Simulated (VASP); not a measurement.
TiS$_{2}$ in VASP 6.6.1, single-point calculation

INCAR

```
SIGMA = 0.5
GGA = RP
EDIFF = 1E-7
ISMEAR = -1
LWAVE = .FALSE.
NSW = 0
NELM = 88
ENCUT = 520
IBRION = -1
LREAL = .TRUE.
PREC = Accurate
NBANDS = 19
LCHARG = .FALSE.
LASPH = .TRUE.
ISIF = 2
```

KPOINTS

```
KPOINTS created by Atomic Simulation Environment
0
Gamma
12 12 4
0 0 0
```

POSCAR

```
Ti S
 1.0000000000000000
     3.2226295366105808    0.0000000000000000    0.0000000000000000
    -1.6113147683052904    2.7908790456908368    0.0000000000000000
     0.0000000000000000    0.0000000000000000    5.4238229475999997
 Ti  S
   1   2
Cartesian
 -0.0000000000000000 -0.0000000000000000 -0.0000000000000000
  0.0000000000000001  1.8605860304605577  1.4592552265498651
  1.6113147683052904  0.9302930152302789  3.9645677210501353
```

The recommended PBE PAW datasets give the neutral cell 24 valence electrons.

Command

```
mpirun -np 1 vasp_std
```

Q: How does this run end, and what does it give?

A: It converged. Results: gap between bands v and c on the k mesh -0.68 eV (bands overlap: a metal); least direct gap on the k mesh 0.42 eV; pressure 17.1 GPa; largest force 0.68 eV/Å. Band v is the last that the valence electrons fill when counted band by band, and c is the next.

OSZICAR

```
N       E                     dE             d eps       ncg     rms          rms(c)
DAV:   1     0.214640488490E+03    0.21464E+03   -0.11880E+04  2622   0.131E+03
DAV:   2    -0.100722348594E+01   -0.21565E+03   -0.20828E+03  2730   0.349E+02
DAV:   3    -0.207696626424E+02   -0.19762E+02   -0.19131E+02  3725   0.997E+01
DAV:   4    -0.215035722711E+02   -0.73391E+00   -0.73114E+00  3423   0.177E+01
DAV:   5    -0.215281319643E+02   -0.24560E-01   -0.24548E-01  3778   0.308E+00    0.165E+01
DAV:   6    -0.198383479025E+02    0.16898E+01   -0.23475E+01  3078   0.416E+01    0.109E+01
DAV:   7    -0.189593661925E+02    0.87898E+00   -0.11292E+01  3266   0.266E+01    0.675E+00
DAV:   8    -0.188323433886E+02    0.12702E+00   -0.16724E+00  3189   0.112E+01    0.214E+00
DAV:   9    -0.188088360709E+02    0.23507E-01   -0.21390E-01  3248   0.408E+00    0.765E-01
DAV:  10    -0.188099635181E+02   -0.11274E-02   -0.11226E-02  3032   0.866E-01    0.293E-01
DAV:  11    -0.188100785611E+02   -0.11504E-03   -0.13996E-03  3155   0.256E-01    0.188E-01
DAV:  12    -0.188098233879E+02    0.25517E-03   -0.49847E-04  3456   0.174E-01    0.792E-02
DAV:  13    -0.188098370440E+02   -0.13656E-04   -0.21338E-04  3053   0.113E-01    0.328E-02
DAV:  14    -0.188098322043E+02    0.48397E-05   -0.13778E-05  3361   0.252E-02    0.178E-02
DAV:  15    -0.188098335048E+02   -0.13005E-05   -0.25700E-06  2976   0.966E-03    0.651E-03
DAV:  16    -0.188098336494E+02   -0.14466E-06   -0.39844E-07  2996   0.498E-03    0.483E-03
DAV:  17    -0.188098334604E+02    0.18901E-06   -0.83302E-08  1854   0.238E-03    0.214E-03
DAV:  18    -0.188098334024E+02    0.58053E-07   -0.28792E-08  1752   0.179E-03
   1 F= -.18809833E+02 E0= -.18292953E+02  d E =-.103376E+01
```

For comparison, a separate PBE run of the intended cell, on usual settings and not on those above, gives a gap of -0.86 eV on its mesh and a pressure of 12.5 GPa.
